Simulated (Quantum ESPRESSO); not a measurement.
**CuAu under changes of volume**

One of the cells (14.556 Å³/atom); the others are scaled copies at fixed shape and fractional positions:

```xyz
2
Lattice="2.8107 0.0000 0.0000 0.0000 2.8107 0.0000 0.0000 0.0000 3.6850" Properties=species:S:1:pos:R:3 pbc="T T T"
Au    0.0000    0.0000    0.0000
Cu    1.4054    1.4054    1.8425
```

```yaml
Program: Quantum ESPRESSO 7.5
Functional: r2SCAN
Potentials_or_basis: SG15 PBE 1.2
Cutoff: 1197 eV
Density_cutoff: 4789 eV
k_mesh: 6 × 6 × 5
Occupations: fermi-dirac, width 0.05 eV
Spin: no spin polarisation
```

```csv
volume (Å³/atom),energy over the lowest point (meV/atom),pressure (GPa)
13.683,?,?
13.974,12.43,7.0
14.265,2.99,3.3
14.556,0.00,-0.1
14.847,2.74,-3.0
15.139,10.47,-5.5
15.430,22.56,-7.7
```

Q: What does the run at 13.683 Å³/atom give?

A: Energy over the lowest point 29.11 meV/atom; pressure 11.3 GPa.

Worked out: A Birch-Murnaghan fit of order 3 (a polynomial in V^(-2/3)) to the other rows has its minimum at 14.56 Å³/atom with B0 = V·E''(V) = 156 GPa and B' = 5.6 at fixed shape and positions, which overstates the stiffness. It gives 29.27 meV/atom at 13.683 Å³/atom, against the run's 29.11, and -dE/dV = 11.5 GPa, against 11.3.

Energies are extrapolated to zero smearing.

Caveats: all runs use coarse meshes; the potentials were made for another functional, which shifts forces and pressure.
